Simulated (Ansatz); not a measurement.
## Lattice dynamics of HgTe (model cell, started as NiAs type)

How does HgTe (model cell, started as NiAs type) vibrate, and is this structure a minimum?

Method: DFT PBE, scalar-relativistic, plane waves, PAW, in Ansatz 0.2.0.

The structure was built from a prototype and need not be the compound's stable phase.

## 1. The structure

The structure is hexagonal, space group P6_3/mmc (No. 194). The conventional cell has a = 4.431 Å, b = 4.431 Å, c = 7.089 Å, α = 90.00°, β = 90.00°, γ = 120.00°. Hg has 6 Te at 3.11 Å nearest. Nearest to Te lie 6 Hg at 3.11 Å. Farther neighbours and most contacts between anions are not listed.

## 2. Bringing the structure to rest

Harmonic phonons are second derivatives at a point where the forces vanish, and they are wanted at zero stress, so atoms and cell are relaxed first.

input.yaml reads:

```yaml
crystal:
  lattice:
    - [4.43087, 0.0, 0.0]
    - [-2.21544, 3.83725, 0.0]
    - [0.0, 0.0, 7.0894]
  atoms:
    - { symbol: Hg, position: [0.0, 0.0, 0.0] }
    - { symbol: Hg, position: [0.0, 0.0, 0.5] }
    - { symbol: Te, position: [0.333333, 0.666667, 0.25] }
    - { symbol: Te, position: [0.666667, 0.333333, 0.75] }
kpoints:
  mp_grid: { grid: [9, 9, 6] }
hamiltonian:
  xc: pbe
scf:
  occupations: { method: gaussian, width: 0.1 }
output:
  forces: true
  stress: true
  eigenvalues: true
relax:
  adjacent_minimum: "off"
  f_tol: 0.005
  max_steps: 80
  cell: { stress_tol: 0.05 }
```

Command:

```
> ansatz run input.yaml --threads 4 --pin off --max-ram 7168MiB --backend cpu --events-out ev --progress --plain --runs-dir out
```

Numbers of over 12 decimals in the logs are rounded to 6 here.

What it wrote:

```text
Warning: the atoms were moved onto the symmetric positions of the space group found under crystal.symmetry.tolerance 1.0e-5 (fractional; no operation is sought that the atoms, as they stand in a round, miss by more than twice it, and no atom is moved by as much as it), and the run uses the moved positions. Before a round's move an operation carried an atom to 4.43e-6 Å from where it should land, the largest such dist [...]
Engine: ansatz 0.2.0, x86_64-unknown-linux-gnu
Pseudopotentials: kind: paw
Pseudopotential: Hg, paw, valence charge 20, recommended cutoff 420 eV (normal), Hg.paw.azcp
Pseudopotential: Te, paw, valence charge 16, recommended cutoff 420 eV (normal), Te.paw.azcp
Functional definition: PBE
  parameter kappa = 0.804
  parameter beta = 0.066725
  exchange = pbe_x(kappa = kappa, mu = beta*pi^2/3)
  correlation = pbe_c(beta = beta)
Crystal: 4 atoms, lattice volume = 120.537 Å³
Basis set: ecut = 420 eV, 2333 PW (Γ), exchange–correlation on 60×60×96 points (8 copies of the dense FFT grid, shifted against one another)
Bands: 44, of which v1, the nominal top of the filled ones, is band 36 counted from 1 (35 counted from 0)
Symmetry: 24 space group operations
Space group: P63/mmc (ITA 194), of the structure as read, at distance tolerance 4.9e-5 Å
k-points: 48 of 486
Non-local potential: Hg, projectors of the file, l = 0: 3, l = 1: 2, l = 2: 2, l = 3: 1
Non-local potential: Te, projectors of the file, l = 0: 2, l = 1: 2, l = 2: 2, l = 3: 2
PAW form: soft (Blöchl's): semilocal exchange-correlation on the pseudo side does not see the compensation charge
PAW one-centre angular grid: Hg, 590 points (default); XC on 64 Gauss nodes
PAW one-centre angular grid: Te, 590 points (default); XC on 64 Gauss nodes
Initial density: superposition of atomic densities (neutral atoms: chi_scale 0, normalization atom), corrected by the library's trained network
Initial wavefunctions: pseudopotential atomic-orbital guess
Functional: x = pbe(κ = 0.804, μ = 0.219515), c = pbe(β = 0.066725)
SCF iter   1: F=—  HF=-41586.639077 eV  |F-HF|=—  |Δ(HF+E_count)|=         —  Δρ=1.08e-3  dr2=1.05e-3  ethr=1.77e-3  ⟨swp⟩=7.0  Hψ=8236  notcnv=0  defer=29
preconditioner: auto → LDOS  [metal: Δε(μ)=0.011 eV  Ē_g=10.164 eV  σ=0.100 eV  W_gap=0.06  n_scr=34 (ndim 8)  ℏωp=20.3 eV  f_vac=0.057  D(μ)=1.58/eV (n_scr^D=2)  β→1.0]
SCF iter   2: F=—  HF=-41586.640295 eV  |F-HF|=—  |Δ(HF+E_count)|=   1.22e-3  Δρ=2.76e-4  dr2=5.72e-5  ethr=1.46e-6  ⟨swp⟩=3.5  Hψ=5014  notcnv=0  defer=39
SCF iter   3: F=—  HF=-41586.640284 eV  |F-HF|=—  |Δ(HF+E_count)|=   1.03e-5  Δρ=7.95e-5  dr2=7.00e-6  ethr=7.94e-8  ⟨swp⟩=2.0  Hψ=3630  notcnv=0  defer=39
SCF iter   4: F=—  HF=-41586.640284 eV  |F-HF|=—  |Δ(HF+E_count)|=   3.69e-7  Δρ=4.15e-5  dr2=1.67e-6  ethr=9.72e-9  ⟨swp⟩=2.2  Hψ=3691  notcnv=0  defer=39
SCF iter   5: F=—  HF=-41586.640283 eV  |F-HF|=—  |Δ(HF+E_count)|=   4.40e-7  Δρ=1.22e-5  dr2=1.71e-7  ethr=2.31e-9  ⟨swp⟩=2.4  Hψ=3417  notcnv=0  defer=39
SCF iter   6: F=-41586.640283 eV  HF=-41586.640283 eV  |F-HF|=6.48e-9  |Δ(HF+E_count)|=   4.74e-8  Δρ=3.17e-6  dr2=1.01e-8  ethr=1.39e-10  ⟨swp⟩=10.0  Hψ=9493  notcnv=0
SCF 1 converged in 6 iterations: F = -41586.640283 eV  dr2 = 1.01e-8
  greatest PAW one-centre occupation: 1.000 electrons in one spin orbital (limit 2), on the Hg atom at site 1 (counted from 0), in its partial waves of l = 0
relax step   1: F+E_penalty+E_count = -41586.64028336 eV  Δ(F+E_penalty+E_count) = +0.000e0 eV  max|allowed force component| = 5.782e-18 eV/Å  Δτ_max = 0.0000 Å  P = -0.616 GPa  Ω = 120.537 Å³  (6 SCF iters, dr2 threshold 1.00e-7 eV, accepted)
Crystal: 4 atoms, lattice volume = 117.694 Å³
Basis set: ecut = 420 eV, 2299 PW (Γ), exchange–correlation on 60×60×96 points (8 copies of the dense FFT grid, shifted against one another)
Initial density: handed on by an earlier stage of this run
Initial wavefunctions: those handed on with the density
iter 1 solved again at ethr=3.27e-6 eV; its pass at ethr=3.10e-3 eV (dr2=2.35e-3 eV) is discarded
SCF iter   1: F=—  HF=-41586.692242 eV  |F-HF|=—  |Δ(HF+E_count)|=         —  Δρ=1.32e-3  dr2=2.43e-3  ethr=3.27e-6  ⟨swp⟩=3.0  Hψ=11921  notcnv=0
preconditioner: auto → LDOS  [metal: Δε(μ)=0.014 eV  Ē_g=10.259 eV  σ=0.100 eV  W_gap=0.08  n_scr=34 (ndim 8)  ℏωp=20.5 eV  f_vac=0.047  D(μ)=1.41/eV (n_scr^D=2)  β→1.0]
SCF iter   2: F=—  HF=-41586.691876 eV  |F-HF|=—  |Δ(HF+E_count)|=   3.67e-4  Δρ=4.84e-4  dr2=2.62e-4  ethr=3.27e-6  ⟨swp⟩=2.0  Hψ=2976  notcnv=0
SCF iter   3: F=—  HF=-41586.691765 eV  |F-HF|=—  |Δ(HF+E_count)|=   1.11e-4  Δρ=1.54e-4  dr2=2.24e-5  ethr=3.64e-7  ⟨swp⟩=2.0  Hψ=3744  notcnv=0
SCF iter   4: F=—  HF=-41586.691758 eV  |F-HF|=—  |Δ(HF+E_count)|=   7.34e-6  Δρ=2.67e-5  dr2=8.55e-7  ethr=3.11e-8  ⟨swp⟩=2.0  Hψ=3723  notcnv=0
SCF iter   5: F=-41586.691758 eV  HF=-41586.691758 eV  |F-HF|=1.86e-8  |Δ(HF+E_count)|=   6.70e-8  Δρ=5.19e-6  dr2=2.35e-8  ethr=5.56e-10  ⟨swp⟩=6.7  Hψ=8474  notcnv=0
SCF 2 converged in 5 iterations: F = -41586.691758 eV  dr2 = 2.35e-8
relax step   2: F+E_penalty+E_count = -41586.69175792 eV  Δ(F+E_penalty+E_count) = -5.147e-2 eV  max|allowed force component| = 6.361e-18 eV/Å  Δτ_max = 0.0000 Å  P = +0.176 GPa  Ω = 117.694 Å³  energy of the carried Pulay correction = +6.179e-4 eV  (5 SCF iters, dr2 threshold 4.00e-7 eV, accepted)
Crystal: 4 atoms, lattice volume = 117.808 Å³
iter 1 solved again at ethr=1.74e-6 eV; its pass at ethr=3.10e-3 eV (dr2=1.25e-3 eV) is discarded
SCF iter   1: F=—  HF=-41586.701257 eV  |F-HF|=—  |Δ(HF+E_count)|=         —  Δρ=1.01e-3  dr2=1.35e-3  ethr=1.74e-6  ⟨swp⟩=3.0  Hψ=11800  notcnv=0
preconditioner: auto → LDOS  [metal: Δε(μ)=0.049 eV  Ē_g=10.256 eV  σ=0.100 eV  W_gap=0.26  n_scr=34 (ndim 8)  ℏωp=20.5 eV  f_vac=0.042  D(μ)=1.48/eV (n_scr^D=2)  β→1.0]
SCF iter   2: F=—  HF=-41586.701088 eV  |F-HF|=—  |Δ(HF+E_count)|=   1.70e-4  Δρ=3.09e-4  dr2=1.31e-4  ethr=1.74e-6  ⟨swp⟩=2.0  Hψ=2976  notcnv=0
SCF iter   3: F=—  HF=-41586.701045 eV  |F-HF|=—  |Δ(HF+E_count)|=   4.27e-5  Δρ=7.27e-5  dr2=7.77e-6  ethr=1.82e-7  ⟨swp⟩=2.0  Hψ=2979  notcnv=0
SCF iter   4: F=—  HF=-41586.701044 eV  |F-HF|=—  |Δ(HF+E_count)|=   7.19e-7  Δρ=3.51e-5  dr2=1.22e-6  ethr=1.08e-8  ⟨swp⟩=2.0  Hψ=3748  notcnv=0
SCF iter   5: F=-41586.701044 eV  HF=-41586.701044 eV  |F-HF|=1.28e-8  |Δ(HF+E_count)|=   3.73e-7  Δρ=3.90e-6  dr2=1.29e-8  ethr=5.56e-10  ⟨swp⟩=6.9  Hψ=8528  notcnv=0
SCF 3 converged in 5 iterations: F = -41586.701044 eV  dr2 = 1.29e-8
relax step   3: F+E_penalty+E_count = -41586.70104408 eV  Δ(F+E_penalty+E_count) = -9.286e-3 eV  max|allowed force component| = 9.469e-18 eV/Å  Δτ_max = 0.0000 Å  P = -0.064 GPa  Ω = 117.808 Å³  energy of the carried Pulay correction = +6.015e-4 eV  (5 SCF iters, dr2 threshold 4.00e-7 eV, accepted)
[...]
relax step   4: F+E_penalty+E_count = -41586.70118205 eV  Δ(F+E_penalty+E_count) = -1.380e-4 eV  max|allowed force component| = 1.084e-17 eV/Å  Δτ_max = 0.0000 Å  P = +0.005 GPa  Ω = 117.671 Å³  energy of the carried Pulay correction = +6.303e-4 eV  (4 SCF iters, dr2 threshold 4.71e-8 eV, accepted)
Basis set: ecut = 420 eV, 2299 PW (Γ), exchange–correlation on 60×60×100 points (8 copies of the dense FFT grid, shifted against one another)
Initial wavefunctions: pseudopotential atomic-orbital guess (no wavefunctions were taken with the density)
iter 1 solved again at ethr=6.60e-8 eV; its pass at ethr=3.10e-3 eV (dr2=4.75e-5 eV) is discarded
SCF iter   1: F=—  HF=-41586.699840 eV  |F-HF|=—  |Δ(HF+E_count)|=         —  Δρ=2.21e-4  dr2=2.79e-6  ethr=6.60e-8  ⟨swp⟩=4.0  Hψ=14161  notcnv=0
preconditioner: auto → LDOS  [metal: Δε(μ)=0.018 eV  Ē_g=10.254 eV  σ=0.100 eV  W_gap=0.10  n_scr=34 (ndim 8)  ℏωp=20.5 eV  f_vac=0.043  D(μ)=1.49/eV (n_scr^D=2)  β→1.0]
SCF iter   2: F=—  HF=-41586.700514 eV  |F-HF|=—  |Δ(HF+E_count)|=   6.74e-4  Δρ=1.85e-5  dr2=2.79e-7  ethr=3.87e-9  ⟨swp⟩=2.0  Hψ=3840  notcnv=0
SCF iter   3: F=—  HF=-41586.700514 eV  |F-HF|=—  |Δ(HF+E_count)|=   1.08e-7  Δρ=9.64e-6  dr2=8.64e-8  ethr=3.87e-10  ⟨swp⟩=2.0  Hψ=3840  notcnv=0
SCF iter   4: F=—  HF=-41586.700514 eV  |F-HF|=—  |Δ(HF+E_count)|=   3.55e-9  Δρ=1.97e-6  dr2=3.51e-9  ethr=1.20e-10  ⟨swp⟩=2.0  Hψ=3496  notcnv=0
SCF iter   5: F=—  HF=-41586.700514 eV  |F-HF|=—  |Δ(HF+E_count)|=  4.58e-10  Δρ=3.77e-7  dr2=1.23e-10  ethr=4.87e-12  ⟨swp⟩=2.1  Hψ=3763  notcnv=0
SCF iter   6: F=-41586.700514 eV  HF=-41586.700514 eV  |F-HF|=2.91e-11  |Δ(HF+E_count)|=    0.00e0  Δρ=4.55e-8  dr2=2.24e-12  ethr=1.00e-12  ⟨swp⟩=6.2  Hψ=8099  notcnv=0
SCF 5 converged in 6 iterations: F = -41586.700514 eV  dr2 = 2.24e-12
relax step   5: F+E_penalty+E_count = -41586.70051420 eV  Δ(F+E_penalty+E_count) = +6.679e-4 eV  max|allowed force component| = 1.200e-17 eV/Å  Δτ_max = 0.0000 Å  P = +0.001 GPa  Ω = 117.671 Å³  stress off target by 2.09e-3 GPa  SCF on the basis re-selected at this cell (its energy is not comparable with the rows above)  (6 SCF iters)
basis re-selected at this cell: Δ(F+E_penalty+E_count) = +6.679e-4 eV, ΔP = -0.004 GPa vs the last step (what re-selecting the basis moved, of the pressure what is left beyond the Pulay correction that the steps carried, after the strain that the cell walked since its last selection, with what the two solves' SCF thresholds leave and, on support functions, any second-order correction that the steps lacked; it is no measure of the basis error at this ecutwfc). The dense FFT grid was sized anew with the basis: this SCF ran on 30×30×50 points, the steps before it on 30×30×48, so part of this shift can come from that change (see relax.cell in the input reference). [rest of the remark cut]
SCF converged after 6 iterations
Free energy (F): -41586.700514 eV
Harris-Foulkes:  -41586.700514 eV  (|F-HF|=2.91e-11)
Internal energy: -41586.693077 eV  (E = F + TS)
E sigma→0 (E₀):  -41586.696796 eV
Entropy (-TS):   -0.007437 eV (-1.859 meV/atom)
Fermi energy:    10.516202 eV
--- Per-component energies (eV) ---
  E_band       = -1394.075421
  E_kinetic    = 1566.134060
  E_local      = -8233.628986  (includes V_loc(G=0)·N_el)
  E_nonlocal   = -475.187845
  E_hartree    = 4061.078027
  E_xc         = -688.172243
  E_vxc        = -731.194397  (∫ρ·V_xc dr)
  E_paw        = -29213.380523  (= ΣΔE_a)
  E_vpaw       = -1642.355601  (= ΣTr[D̂ρ^β])
  E_aug_tail   = 0.001388  (compensation charges beyond the density's cutoff)
  E_ewald      = -8603.536955
  E_smearing   = -0.007437  (= −TS)
  E_closure    = 0.000000  (closes the sum)
  Σ components = -41586.700514   (vs F -41586.700514, Δ=0.00e0)
--- Forces (eV/Å), atoms counted from 1 ---
  atom   1  Hg    -0.00000000     0.00000000     0.00000000
  atom   2  Hg    -0.00000000    -0.00000000     0.00000000
  atom   3  Te     0.00000000    -0.00000000    -0.00000000
  atom   4  Te    -0.00000000     0.00000000     0.00000000
  max |Σ_I F_I| component: 5.78e-19 eV/Å
--- Stress (GPa, compression-positive) ---
        0.002093       0.000000      -0.000000
        0.000000       0.002093       0.000000
       -0.000000       0.000000      -0.000692
  P = ⅓ Tr σ = 0.0012 GPa (0.012 kbar)
--- Band table (eV; the first three rows and the last of 48) ---
  k-point 0: bands = [... 32 lower, 9.4806, 9.9542, 9.9542, 10.8558, 10.8558, 13.3301, 14.8717, 15.6236, ... 4 higher]
  k-point 1: bands = [... 32 lower, 10.0176, 10.0176, 10.4197, 10.7988, 10.7988, 13.2455, 14.8795, 15.6452, ... 4 higher]
  k-point 2: bands = [... 32 lower, 10.1887, 10.1887, 10.6402, 10.6402, 11.4265, 12.9117, 15.0407, 15.7254, ... 4 higher]
  k-point 47: bands = [... 32 lower, 7.3269, 7.3269, 10.2739, 10.2739, 11.3635, 11.3635, 13.5345, 13.5345, ... 4 higher]
--- Relaxed structure (4 steps of the walk, 4 accepted, 1 SCFs on fresh bases) ---
  F+E_penalty+E_count = -41586.70051420 eV   max|allowed force component| = 1.200e-17 eV/Å   (the final SCF, on the basis selected at the relaxed cell)
  cell:  # Å, volume = 117.6714 Å³
    - [4.270777, 2.782447869010718e-6, 1.2019727723088493e-18]
    - [-2.135391, 3.698600, -6.009870643350893e-19]
    - [1.9231575987145614e-18, 0, 7.449486]
  atoms:
    - { symbol: Hg, position: [0, 0, 0] }
    - { symbol: Hg, position: [0.0, 0, 0.5] }
    - { symbol: Te, position: [0.333333, 0.666667, 0.25] }
    - { symbol: Te, position: [0.666667, 0.333333, 0.75] }
```

Wall time 4.9 s (4 threads of AMD EPYC 9R45, shared host); peak memory 0.63 GiB.

The steps of the relaxation:

| step | energy less that of the first step (eV) | largest force component (eV/Å) | pressure (GPa) | volume (Å³) |
| --- | --- | --- | --- | --- |
| 1 | 0.0000 | 0.0000 | -0.62 | 120.54 |
| 2 | -0.0515 | 0.0000 | 0.18 | 117.69 |
| 3 | -0.0608 | 0.0000 | -0.06 | 117.81 |
| 4 | -0.0609 | 0.0000 | 0.00 | 117.67 |
| 5* | -0.0602 | 0.0000 | 0.00 | 117.67 |

Relaxation steps marked * repeat the geometry before them on a plane-wave basis chosen anew for their cell, so energy and pressure can jump there.

Forces are held to the 24 operations that the run works with; a distortion that breaks them can't arise in this run.

```csv
"conventional cell, symmetrised",before,after,change
a (Å),4.431,4.271,-3.6 %
b (Å),4.431,4.271,-3.6 %
c (Å),7.089,7.449,+5.1 %
volume (Å³/atom),30.13,29.42,-2.4 %
```

Final coordinates:

```xyz
4
Lattice="4.2708 0.0000 0.0000 -2.1354 3.6986 0.0000 0.0000 0.0000 7.4495" Properties=species:S:1:pos:R:3 pbc="T T T"
Hg    0.0000    0.0000    0.0000
Hg    0.0000    0.0000    3.7247
Te    0.0000    2.4657    1.8624
Te    2.1354    1.2329    5.5871
```

This step gave:

| Property | Result |
| --- | --- |
| pressure | 0.001165 GPa |
| volume per atom | 29.42 Å³ |
| gap on the k-mesh | 0 eV |

In this step the volume went from 30.13 to 29.42 Å³/atom.

## 3. Tight relaxation

Phonons need a cell at rest on their own settings, so the relaxation is repeated with tight tolerances on forces and stress on the k mesh and occupations of the first response run.

input.yaml reads:

```yaml
crystal:
  lattice:
    - [4.2707769974, 2.7824e-06, 0.0]
    - [-2.1353909084, 3.6985999824, 0.0]
    - [0.0, 0.0, 7.4494862539]
  atoms:
    - { symbol: Hg, position: [0.0, 0.0, 0.0] }
    - { symbol: Hg, position: [0.0, 0.0, 0.5] }
    - { symbol: Te, position: [0.3333333333, 0.6666666667, 0.25] }
    - { symbol: Te, position: [0.6666666667, 0.3333333333, 0.75] }
kpoints:
  mp_grid: { grid: [10, 10, 6] }
hamiltonian:
  xc: pbe
scf:
  occupations: { method: methfessel_paxton, width: 0.15 }
output:
  forces: true
  stress: true
  eigenvalues: true
  write_density: true
  write_potential: true
  elf: true
  volumetric_format: npy
relax:
  adjacent_minimum: "off"
  f_tol: 0.001
  max_steps: 60
  cell: { stress_tol: 0.01 }
```

What it wrote:

```text
[...]
Crystal: 4 atoms, lattice volume = 117.671 Å³
Basis set: ecut = 420 eV, 2299 PW (Γ), exchange–correlation on 60×60×100 points (8 copies of the dense FFT grid, shifted against one another)
Bands: 44, of which v1, the nominal top of the filled ones, is band 36 counted from 1 (35 counted from 0)
Symmetry: 24 space group operations
[...]
k-points: 56 of 600
[...]
--- Relaxed structure (3 steps of the walk, 3 accepted, 1 SCFs on fresh bases) ---
[...]
cell:  # Å, volume = 117.6142 Å³
    - [4.264719, 2.778493812956342e-6, 0.0]
    - [-2.132362, 3.693353, 0.0]
    - [0.0, 0.0, 7.467036]
  atoms:
    - { symbol: Hg, position: [0, 0, 0] }
    - { symbol: Hg, position: [0, 0, 0.500000] }
    - { symbol: Te, position: [0.333333, 0.666667, 0.250000] }
    - { symbol: Te, position: [0.666667, 0.333333, 0.75] }
[key lines of the parts left out:]
SCF converged after 5 iterations
Free energy (F): -41586.690016 eV
Fermi energy:    10.472399 eV
P = ⅓ Tr σ = -0.0031 GPa (-0.031 kbar)
```

Run time: 4.6 s. Hardware: 4 threads; peak memory 0.65 GiB.

Step by step:

| step | energy less that of the first step (eV) | largest force component (eV/Å) | pressure (GPa) | volume (Å³) |
| --- | --- | --- | --- | --- |
| 1 | 0.0000 | 0.0000 | -0.01 | 117.67 |
| 2 | -0.0001 | 0.0000 | 0.00 | 117.61 |
| 3 | -0.0001 | 0.0000 | 0.00 | 117.61 |
| 4* | -0.0001 | 0.0000 | 0.00 | 117.61 |

Relaxation steps marked * repeat the geometry before them on a plane-wave basis chosen anew for their cell, so energy and pressure can jump there.

The run keeps the 24 symmetry operations that it works with, so distortions that break them were not tested.

```csv
"conventional cell, symmetrised",before,after,change
a (Å),4.271,4.265,-0.1 %
b (Å),4.271,4.265,-0.1 %
c (Å),7.449,7.467,+0.2 %
volume (Å³/atom),29.42,29.40,-0.0 %
```

The relaxed structure:

```cif
data_structure
_symmetry_space_group_name_H-M 'P 1'
_symmetry_Int_Tables_number 1
_cell_length_a 4.2647
_cell_length_b 4.2647
_cell_length_c 7.4670
_cell_angle_alpha 90.000
_cell_angle_beta 90.000
_cell_angle_gamma 120.000
_cell_volume 117.61
loop_
_atom_site_label
_atom_site_type_symbol
_atom_site_fract_x
_atom_site_fract_y
_atom_site_fract_z
_atom_site_occupancy
Hg1 Hg 0.00000 0.00000 0.00000 1
Hg2 Hg 0.00000 0.00000 0.50000 1
Te3 Te 0.33333 0.66667 0.25000 1
Te4 Te 0.66667 0.33333 0.75000 1
```

Numbers from this step:

| Property | Result |
| --- | --- |
| pressure | -0.003145 GPa |
| volume per atom | 29.40 Å³ |

Electrostatic potential energy in the ac plane at fractional y = 1.000, with atoms of Hg within 0.2 Å of it. With pseudopotentials it is smooth inside the atoms' cores, unlike the true potential.

Ten even steps from '0' (-35 eV) to '9' (14 eV), each cell a mean:
```
00169999998400
01479999999620
45799999999875
88999999999998
99999998999999
99999988899999
99999988899999
99999999999999
67899999999986
12589999999741
00279999998510
00169999998400
00169999998400
01479999999620
45799999999875
88999999999998
99999998999999
99999988899999
99999988899999
99999999999999
67899999999986
12589999999741
00279999998510
00169999998400
```
Columns run along a (4.3 Å; values clipped at the 3rd and 97th percentile), rows up along c (7.5 Å). Atoms in or near the plane, at fractional coordinates: Hg at (0.00, 0.00), Hg at (0.00, 0.50).

Valence density in the ac plane at fractional y = 1.000, with atoms of Hg within 0.2 Å of it. It is the smooth field of the valence electrons, not physical close to the nuclei.

Ten steps, logarithmic in the rise over the least value, from '0' (0 e/Å³) to '9' (16 e/Å³), each cell a mean:
```
98641000002479
87521000001367
54311000001234
22110111110112
00001111110000
00001111110000
00001111110000
11100111110011
43211000001123
76421000001356
98631000002478
99741000002589
98641000002479
87521000001367
54311000001234
22110111110112
00001111110000
00001111110000
00001111110000
11100111110011
43211000001123
76421000001356
98631000002478
99741000002589
```
Columns run along a (4.3 Å), rows up along c (7.5 Å). Atoms in or near the plane, at fractional coordinates: Hg at (0.00, 0.00), Hg at (0.00, 0.50).

ELF in the ac plane at fractional y = 1.000, with atoms of Hg within 0.2 Å of it. It is the smooth field of the valence electrons, not physical close to the nuclei.

Ten even steps from '0' (0.07) to '9' (0.74), each cell a mean:
```
87642100013467
66532111112356
54322345422234
22223577752222
11125788864111
00025788874100
00025788874100
22124678753112
43222456532233
65422223222355
76532100012467
97642100013568
87642100013467
66532111112356
54322345422234
22223577752222
11125788864111
00025788874100
00025788874100
22124678753112
43222456532233
65422223222355
76532100012467
97642100013568
```
Columns run along a (4.3 Å), rows up along c (7.5 Å). Atoms in or near the plane, at fractional coordinates: Hg at (0.00, 0.00), Hg at (0.00, 0.50).

The forces vanish by symmetry and the pressure is -0.003 GPa, within the tolerances set. The cell now holds 29.40 Å³/atom.

(Part 1 of 2 ends here.)

[Logs are printed without paths, hosts, clocks, repeated set-up lines and the standing remarks that a program may print on its own settings, such as how far it seeks lower states.]

[Hosts, paths, dates, database ids (printed as entryN), source tags and the programs' standing remarks are cut or masked in the printed files.]
